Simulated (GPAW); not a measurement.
# TiO2 (P4_2/mnm) in GPAW: notebook, part 2 of 2

GPAW 26.7.0. The steps go on from the part before.

### Step 3. Band structure, optB88-vdW

run.py reads:

```python
from ase.dft.bandgap import bandgap
from ase.io import write
from ase.spacegroup import crystal
from gpaw import GPAW, PW

# Ti 2b
# O 4g
atoms = crystal(['Ti', 'O'],
                basis=[[0.0, 0.0, 0.5],
                       [0.30432132, 0.30432132, 0.5]],
                spacegroup=136, setting=1,  # P4_2/mnm
                cellpar=[4.59983732, 4.59983732, 2.95921356, 90.0, 90.0, 90.0],
                primitive_cell=True)

calc = GPAW(mode=PW(800),
            xc={'name': 'optB88-vdW', 'backend': 'libvdwxc'},
            kpts={'size': (4, 4, 6), 'gamma': True},
            occupations={'name': 'fermi-dirac', 'width': 0.05},
            nbands=43,
            convergence={'density': 1e-05, 'energy': 1e-05},
            maxiter=150,
            legacy_gpaw=True,
            txt='gpaw.txt')
atoms.calc = calc
energy = atoms.get_potential_energy()
forces = atoms.get_forces()
calc.write('gs.gpw')
write('result.traj', atoms)
print(f'Energy: {energy:.6f} eV')
print('Forces (eV/A):')
print(forces.round(4))
print('Fermi level:', round(calc.get_fermi_level(), 4), 'eV')
print(f'Gap: {bandgap(calc)[0]:.4f} eV, direct: {bandgap(calc, direct=True)[0]:.4f} eV')

path = atoms.cell.bandpath('GXMGZRAZ,XR,MA', npoints=80, eps=1e-4)
bs_calc = calc.fixed_density(kpts=path, symmetry='off', nbands=61,
                             convergence={'bands': 'CBM+6.0', 'eigenstates': 1e-6}, txt='bands.txt')
bs = bs_calc.band_structure()
bs.write('bs.json')
print(f'Gap on the path: {bandgap(bs_calc)[0]:.4f} eV')
```

Potentials or basis: GPAW PAW data sets (gpaw-data 1.2.1), pw.

The run is started by

```console
> OMP_NUM_THREADS=1 python run.py
```

gpaw.txt:

```text
___ ___ ___ _ _ _
 |   |   |_  | | | |
 | | | | | . | | | |
 |__ |  _|___|_____|  26.7.0
 |___|_|

Input parameters:
  convergence: {density: 1e-05,
                energy: 1e-05}
  kpts: {gamma: True,
         size: (4, 4, 6)}
  maxiter: 150
  mode: {ecut: 800.0,
         name: pw}
  nbands: 43
  occupations: {name: fermi-dirac,
                width: 0.05}
  xc: {backend: libvdwxc,
       name: optB88-vdW}

System changes: positions, numbers, cell, pbc, initial_charges, initial_magmoms

Initialize ...

species:
  Ti:
    name:    Titanium
    Z:       22.0
    valence: 12
    core:    10
    charge:  0.0  # [|e|]
    compensation charges:
      type: gauss
      rc: 0.38  # [Å]
      lmax: 2
    cutoffs:
      filter: 2.23  # [Å]
      core: 1.02  # [Å]
    projectors
    | kind |    occ | energy [eV] | rcut [Å] |
    |------|--------|-------------|----------|
    |   3s |  2.000 |     -62.623 |    1.270 |
    |   4s |  2.000 |      -4.466 |    1.270 |
    |   3p |  6.000 |     -38.862 |    1.058 |
    |   4p |  0.000 |      -1.466 |    1.058 |
    |   3d |  2.000 |      -4.258 |    1.058 |
    |    d |        |      22.953 |    1.058 |

    Using partial waves for Ti as LCAO basis

  O:
    name:    Oxygen
    Z:       8.0
    valence: 6
    core:    2
    charge:  0.0  # [|e|]
    compensation charges:
      type: gauss
      rc: 0.21  # [Å]
      lmax: 2
    cutoffs:
      filter: 1.17  # [Å]
      core: 0.83  # [Å]
    projectors
    | kind |    occ | energy [eV] | rcut [Å] |
    |------|--------|-------------|----------|
    |   2s |  2.000 |     -23.961 |    0.688 |
    |   2p |  4.000 |      -9.029 |    0.598 |
    |    s |        |       3.251 |    0.688 |
    |    p |        |      18.182 |    0.598 |
    |    d |        |       0.000 |    0.619 |

    Using partial waves for O as LCAO basis

Reference energy: -54611.437768  # eV

Spin-paired calculation

Convergence criteria:
 Maximum [total energy] change in last 3 cyles: 1e-05 eV / valence electron
 Maximum integral of absolute [dens]ity change: 1e-05 electrons / valence electron
 Maximum integral of absolute [eigenst]ate change: 4e-08 eV^2 / valence electron
 Maximum number of scf [iter]ations: 150
 (Square brackets indicate name in SCF output, whereas a 'c' in
 the SCF output indicates the quantity has converged.)

Symmetries present (total): 8

  ( 1  0  0)  ( 1  0  0)  ( 0  1  0)  ( 0  1  0)  ( 0 -1  0)  ( 0 -1  0)
  ( 0  1  0)  ( 0  1  0)  ( 1  0  0)  ( 1  0  0)  (-1  0  0)  (-1  0  0)
  ( 0  0  1)  ( 0  0 -1)  ( 0  0  1)  ( 0  0 -1)  ( 0  0  1)  ( 0  0 -1)

  (-1  0  0)  (-1  0  0)
  ( 0 -1  0)  ( 0 -1  0)
  ( 0  0  1)  ( 0  0 -1)

96 k-points: 4 x 4 x 6 Monkhorst-Pack grid + [1/8,1/8,1/12]
28 k-points in the irreducible part of the Brillouin zone
       k-points in crystal coordinates                weights
   0:     0.00000000    0.00000000    0.00000000          1/96
   1:     0.00000000    0.00000000    0.16666667          2/96
   2:     0.00000000    0.00000000    0.33333333          2/96
   3:     0.00000000    0.00000000    0.50000000          1/96
   4:     0.25000000   -0.25000000    0.00000000          2/96
   5:     0.25000000   -0.25000000    0.16666667          4/96
   6:     0.25000000   -0.25000000    0.33333333          4/96
   7:     0.25000000   -0.25000000    0.50000000          2/96
   8:     0.25000000    0.00000000    0.00000000          4/96
   9:     0.25000000    0.00000000    0.16666667          8/96
          ...
  27:     0.50000000    0.50000000    0.50000000          1/96

Wave functions: Plane wave expansion
  Cutoff energy: 800.000 eV
  Number of coefficients (min, max): 3192, 3249
  Pulay-stress correction: 0.000000 eV/Ang^3 (de/decut=0.000000)
  Using FFTW library
  ScaLapack parameters: grid=1x1, blocksize=None
  Wavefunction extrapolation:
    Improved wavefunction reuse through dual PAW basis

Occupation numbers: Fermi-Dirac:
  width: 0.0500  # eV

Eigensolver
   Davidson(niter=2)

Densities:
  Coarse grid: 32*32*20 grid
  Fine grid: 64*64*40 grid
  Total Charge: 0.000000

Density mixing:
  Method: separate
  Backend: msr1
  Linear mixing parameter: 0.05
  old densities: 10
  Width of damping distribution: 1.1
  Damping of long wavelength oscillations: 20

Hamiltonian:
  XC and Coulomb potentials evaluated on a 64*64*40 grid
  Using the optB88 Exchange-Correlation functional
  External potential:
    NoExternalPotential

XC parameters: optB88 with libvdwxc
  Mode: serial
  Semilocal: GGA_X_OPTB88_VDW+LDA_C_PW with 2 nearest neighbor stencil
  Corresponding non-local functional: vdW-DF
  Local blocksize: 64 x 64 x 40
  PAW datasets: PBE

Number of atoms: 6
Number of atomic orbitals: 42
Number of bands in calculation: 43
Number of valence electrons: 48
Bands to converge: occupied

... initialized

Initializing position-dependent things.

Density initialized from atomic densities
Creating initial wave functions:
  42 bands from LCAO basis set
  1 band from random numbers

    .----------.
   /|          |
  / |          |
 *  |      O   |
 |  .O---------.
 Ti/  O Ti    /
 |/       O  /
 *----------*

Atomic positions and initial magnetic moments

Positions:
   0 Ti     0.000000    0.000000    1.479607    ( 0.0000,  0.0000,  0.0000)
   1 Ti     2.299919    2.299919    0.000000    ( 0.0000,  0.0000,  0.0000)
   2 O      1.399829    1.399829    1.479607    ( 0.0000,  0.0000,  0.0000)
   3 O      3.200009    3.200009    1.479607    ( 0.0000,  0.0000,  0.0000)
   4 O      0.900090    3.699747    0.000000    ( 0.0000,  0.0000,  0.0000)
   5 O      3.699747    0.900090    0.000000    ( 0.0000,  0.0000,  0.0000)

Unit cell:
           periodic     x           y           z      points  spacing
  1. axis:    yes    4.599837    0.000000    0.000000    32     0.1437
  2. axis:    yes    0.000000    4.599837    0.000000    32     0.1437
  3. axis:    yes    0.000000    0.000000    2.959214    20     0.1480

  Lengths:   4.599837   4.599837   2.959214
  Angles:   90.000000  90.000000  90.000000

Effective grid spacing dv^(1/3) = 0.1451

iter:   1  -106.132500
iter:   2  -102.833955   -1.65  -0.89
iter:   3   -96.699491   -0.79  -0.95
iter:   4   -96.323025   -1.95  -1.44
iter:   5   -96.160541   -2.55  -1.49
iter:   6   -96.160684   -3.87  -2.17
iter:   7   -96.155210   -3.68  -2.54
iter:   8   -96.155128   -5.26  -3.16
iter:   9   -96.154675   -5.25  -3.15
iter:  10   -96.154671c  -6.60  -4.05
iter:  11   -96.154669c  -7.37  -4.21
iter:  12   -96.154669c  -7.67c -4.57
iter:  13   -96.154669c  -9.04c -5.31c

Converged after 13 iterations.

Dipole moment: (-0.000000, -0.000000, -0.000000) |e|*Ang

Energy contributions relative to reference atoms: (reference = -54611.437768)

Kinetic:        +78.654592
Potential:      -86.134920
External:        +0.000000
XC:             -89.587618
Entropy (-ST):   -0.000000
Local:           +0.913278
SIC:             +0.000000
--------------------------
Free energy:    -96.154669
Extrapolated:   -96.154669

Non-local optB88 correlation energy: 5.360544
Semilocal GGA_X_OPTB88_VDW+LDA_C_PW energy: -488.608427
(Not including atomic contributions)
Showing only first 2 kpts
 Kpt  Band  Eigenvalues  Occupancy
  0    22      4.90684    2.00000
  0    23      5.35715    2.00000
  0    24      7.20678    0.00000
  0    25      7.50372    0.00000

  1    22      4.39346    2.00000
  1    23      5.19373    2.00000
  1    24      7.58024    0.00000
  1    25      7.71897    0.00000

Fermi level: 6.24589

Gap: 1.850 eV
Transition (v -> c):
  (s=0, k=0, n=23, [0.00, 0.00, 0.00]) -> (s=0, k=0, n=24, [0.00, 0.00, 0.00])
No difference between direct/indirect transitions

Forces in eV/Ang:
  0 Ti    0.00000    0.00000    0.00000
  1 Ti   -0.00000    0.00000    0.00000
  2 O    -0.05957   -0.05957    0.00000
  3 O     0.05957    0.05957    0.00000
  4 O     0.05958   -0.05958    0.00000
  5 O    -0.05958    0.05958    0.00000

Writing to gs.gpw (mode='')
```

Run time: 1.9 min. Hardware: 1 thread of AMD EPYC 7R13 (Zen 3), shared host; peak memory 0.7 GiB.

Results:

| Item | Value |
| --- | --- |
| Free energy | -96.1547 eV |
| Largest force | 0.084 eV/Å |
| Band gap on the k mesh | 1.85 eV, direct |
| Band gap along the path | 1.85 eV, direct |

Forces on the atoms (eV/Å):
```
Ti   0.000  0.000  0.000
Ti   0.000  0.000  0.000
O   -0.060 -0.060  0.000
O    0.060  0.060  0.000
O    0.060 -0.060  0.000
O   -0.060  0.060  0.000
```

Levels at the corners of the path, in eV from the valence-band top:
| point | band 20 | band 21 | band 22 | band 23 | band 24 | band 25 | band 26 | band 27 | band 28 | band 29 |
| --- | --- | --- | --- | --- | --- | --- | --- | --- | --- | --- |
| Γ | -1.97 | -0.70 | -0.45 | -0.45 | 0.00 | 1.85 | 2.15 | 2.36 | 2.46 | 2.46 |
| X | -3.02 | -1.63 | -1.63 | -0.73 | -0.73 | 2.51 | 2.51 | 2.98 | 2.98 | 3.51 |
| M | -2.17 | -1.30 | -1.30 | -1.07 | -1.07 | 1.89 | 1.89 | 2.49 | 2.49 | 3.77 |
| Γ | -1.97 | -0.70 | -0.45 | -0.45 | 0.00 | 1.85 | 2.15 | 2.36 | 2.46 | 2.46 |
| Z | -2.74 | -2.35 | -2.35 | -1.42 | -1.42 | 2.93 | 2.93 | 3.13 | 3.13 | 3.62 |
| R | -2.36 | -2.01 | -2.01 | -1.03 | -1.03 | 1.90 | 1.90 | 3.15 | 3.15 | 3.85 |
| A | -2.71 | -1.28 | -1.28 | -0.67 | -0.67 | 2.56 | 2.56 | 3.17 | 3.17 | 3.18 |
| Z | -2.74 | -2.35 | -2.35 | -1.42 | -1.42 | 2.93 | 2.93 | 3.13 | 3.13 | 3.62 |
| X | -3.02 | -1.63 | -1.63 | -0.73 | -0.73 | 2.51 | 2.51 | 2.98 | 2.98 | 3.51 |
| R | -2.36 | -2.01 | -2.01 | -1.03 | -1.03 | 1.90 | 1.90 | 3.15 | 3.15 | 3.85 |
| M | -2.17 | -1.30 | -1.30 | -1.07 | -1.07 | 1.89 | 1.89 | 2.49 | 2.49 | 3.77 |
| A | -2.71 | -1.28 | -1.28 | -0.67 | -0.67 | 2.56 | 2.56 | 3.17 | 3.17 | 3.18 |

Caveat: the k mesh is coarse; the PAW data sets were made with another functional, which shifts forces and pressure a little.

### Step 4. Band structure, PW91

run.py reads:

```python
from ase.dft.bandgap import bandgap
from ase.io import read, write
from ase.units import GPa
from gpaw import GPAW, PW, setup_paths

setup_paths.insert(0, '.')

atoms = read('POSCAR')

calc = GPAW(mode=PW(800),
            xc='GGA_X_PW91+GGA_C_PW91',
            kpts={'size': (4, 4, 6), 'gamma': True},
            occupations={'name': 'fermi-dirac', 'width': 0.05},
            nbands=43,
            convergence={'density': 1e-05, 'energy': 1e-05},
            maxiter=150,
            txt='gpaw.txt')
atoms.calc = calc
energy = atoms.get_potential_energy()
forces = atoms.get_forces()
stress = atoms.get_stress()
calc.write('gs.gpw')
write('result.traj', atoms)
print(f'Energy: {energy:.6f} eV')
print('Forces (eV/A):')
print(forces.round(4))
print('Stress (GPa):', (stress / GPa).round(3))
print('Fermi level:', round(calc.get_fermi_level(), 4), 'eV')
print(f'Gap: {bandgap(calc)[0]:.4f} eV, direct: {bandgap(calc, direct=True)[0]:.4f} eV')

path = atoms.cell.bandpath('GXMGZRAZ,XR,MA', npoints=60, eps=1e-4)
bs_calc = calc.fixed_density(kpts=path, symmetry='off', nbands=61,
                             convergence={'bands': 'CBM+6.0', 'eigenstates': 1e-6}, txt='bands.txt')
bs = bs_calc.band_structure()
bs.write('bs.json')
print(f'Gap on the path: {bandgap(bs_calc)[0]:.4f} eV')
```

POSCAR reads:

```
TiO2
1.0
    4.5998373239      0.0000000000      0.0000000000
    0.0000000000      4.5998373239      0.0000000000
    0.0000000000      0.0000000000      2.9592135600
Ti O
2 4
Direct
    0.0000000000      0.0000000000      0.5000000000
    0.5000000000      0.5000000000      0.0000000000
    0.3043213200      0.3043213200      0.5000000000
    0.1956786800      0.8043213200      0.0000000000
    0.8043213200      0.1956786800      0.0000000000
    0.6956786800      0.6956786800      0.5000000000
```

Potentials or basis: PAW data sets generated in the run's folder for this functional, pw.

The run is started by

```console
> gpaw-setup -f GGA_X_PW91+GGA_C_PW91 O Ti
> OMP_NUM_THREADS=1 python run.py
```

gpaw.txt:

```text
__  _  _
 | _ |_)|_||  |
 |__||  | ||/\| - 26.7.0

Input parameters:
  mode=PW(ecut=800.0),
  convergence={'density': 1e-05, 'energy': 1e-05},
  kpts=MonkhorstPack(size=(4, 4, 6), gamma=True),
  maxiter=150,
  nbands=43,
  occupations=Occupations(name='fermi-dirac', width=0.05),
  xc=XC(name='GGA_X_PW91+GGA_C_PW91')

Diagonalizing LCAO Hamiltonian
Converting LCAO to pw mode
    .----------.
   /|          |
  / |          |
 *  |      O   |
 |  .O---------.
 Ti/  O Ti    /
 |/       O  /
 *----------*

Atoms  # Å, Bohr magnetons
|   | symbol |        x |        y |        z |    initial magnetic moments |
|---|--------|----------|----------|----------|-----------------------------|
| 0 |     Ti | 0.000000 | 0.000000 | 1.479607 | ( 0.0000,  0.0000,  0.0000) |
| 1 |     Ti | 2.299919 | 2.299919 | 0.000000 | ( 0.0000,  0.0000,  0.0000) |
| 2 |      O | 1.399829 | 1.399829 | 1.479607 | ( 0.0000,  0.0000,  0.0000) |
| 3 |      O | 0.900090 | 3.699747 | 0.000000 | ( 0.0000,  0.0000,  0.0000) |
[... 182 lines left out ...]
  ----------------------------
  Free energy:     -52.629656
  Extrapolated:    -52.629656

dipole moment: (-14.835092, -14.835092, -26.123282)  # |e|*Ang

Fermi level: 6.415
Eigenvalues  # (at kpt = [0.000, 0.000, 0.000])
| band index |      eig [eV] | occ [0-2] |
|------------|---------------|-----------|
|          0 |       -51.316 |     2.000 |
|        ... |               |           |
|         16 |         1.726 |     2.000 |
|         17 |         2.970 |     2.000 |
|         18 |         2.970 |     2.000 |
|         19 |         3.539 |     2.000 |
|         20 |         4.813 |     2.000 |
|         21 |         5.065 |     2.000 |
[... 8 lines left out ...]
|         30 |        10.077 |     0.000 |
|         31 |        12.088 |     0.000 |
|        ... |               |           |
|         42 |        24.936 |     0.000 |

Gap: 1.865 eV
Transition (v -> c):
  (s=0, k=0, n=23, [0.00, 0.00, 0.00]) -> (s=0, k=0, n=24, [0.00, 0.00, 0.00])
No difference between direct/indirect transitions

Forces  # eV/Ang
|        x |        y |       z |
|----------|----------|---------|
|  0.00000 |  0.00000 | 0.00000 |  # Ti   0
|  0.00000 |  0.00000 | 0.00000 |  # Ti   1
| -0.01521 | -0.01521 | 0.00000 |  # O    2
|  0.01514 | -0.01514 | 0.00000 |  # O    3
| -0.01514 |  0.01514 | 0.00000 |  # O    4
|  0.01521 |  0.01521 | 0.00000 |  # O    5

Stress tensor  # eV/Ang^3
|         x |         y |         z |
|-----------|-----------|-----------|
| -0.028937 |  0.000000 |  0.000000 |
|  0.000000 | -0.028937 |  0.000000 |
|  0.000000 |  0.000000 | -0.026797 |

# Writing to gs.gpw (mode='')
```

Run time: 55 s. Hardware: 1 thread of AMD EPYC 9R45 (Zen 5), shared host; peak memory 0.55 GiB.

Results:

```yaml
Free_energy: -52.6297 eV
Pressure: 4.5 GPa
Largest_force: 0.022 eV/Å
Band_gap_on_the_k_mesh: 1.87 eV, direct
Band_gap_along_the_path: 1.87 eV, direct
```

Forces on the atoms (eV/Å):
```
Ti   0.000  0.000  0.000
Ti   0.000  0.000  0.000
O   -0.015 -0.015  0.000
O    0.015 -0.015  0.000
O   -0.015  0.015  0.000
O    0.015  0.015  0.000
```

Levels at the corners of the path, in eV from the valence-band top:
```tsv
point	band 21	band 22	band 23	band 24	band 25	band 26	band 27	band 28
Γ	-0.71	-0.46	-0.46	0.00	1.87	2.15	2.39	2.49
X	-1.64	-1.64	-0.74	-0.74	2.53	2.53	3.02	3.02
M	-1.31	-1.31	-1.08	-1.08	1.90	1.90	2.52	2.52
Γ	-0.71	-0.46	-0.46	0.00	1.87	2.15	2.39	2.49
Z	-2.36	-2.36	-1.42	-1.42	2.96	2.96	3.17	3.17
R	-2.03	-2.03	-1.04	-1.04	1.91	1.91	3.20	3.20
A	-1.29	-1.29	-0.67	-0.67	2.59	2.59	3.20	3.20
Z	-2.36	-2.36	-1.42	-1.42	2.96	2.96	3.17	3.17
X	-1.64	-1.64	-0.74	-0.74	2.53	2.53	3.02	3.02
R	-2.03	-2.03	-1.04	-1.04	1.91	1.91	3.20	3.20
M	-1.31	-1.31	-1.08	-1.08	1.90	1.90	2.52	2.52
A	-1.29	-1.29	-0.67	-0.67	2.59	2.59	3.20	3.20
```

Caveat: the k mesh is coarse.

### Step 5. Comparison with measurements

Step 3. Measured gap of TiO2: 3.03 eV (direct; 1.6 K; quoted in “Shallow Valence Band of Rutile GeO2 and P-type Doping”, 2020, arxiv:2011.08928). This calculation gives 1.85 eV (-1.18 eV). 2 values of this kind are on record in papers (3.03 to 3.05 eV); this one was drawn at random among those near their median. The value is that of optB88-vdW, without temperature or zero-point motion. The cell is a database's relaxed one, not the measured one, which moves gaps too.

Step 4. Measured gap of TiO2: 3.03 eV (direct; 1.6 K; quoted in “Shallow Valence Band of Rutile GeO2 and P-type Doping”, 2020, arxiv:2011.08928). This calculation gives 1.87 eV (-1.16 eV). 2 values of this kind are on record in papers (3.03 to 3.05 eV); this one was drawn at random among those near their median. The value is that of PW91, without temperature or zero-point motion. Semilocal functionals fall short of measured gaps as a rule. The cell is a database's relaxed one, not the measured one, which moves gaps too.
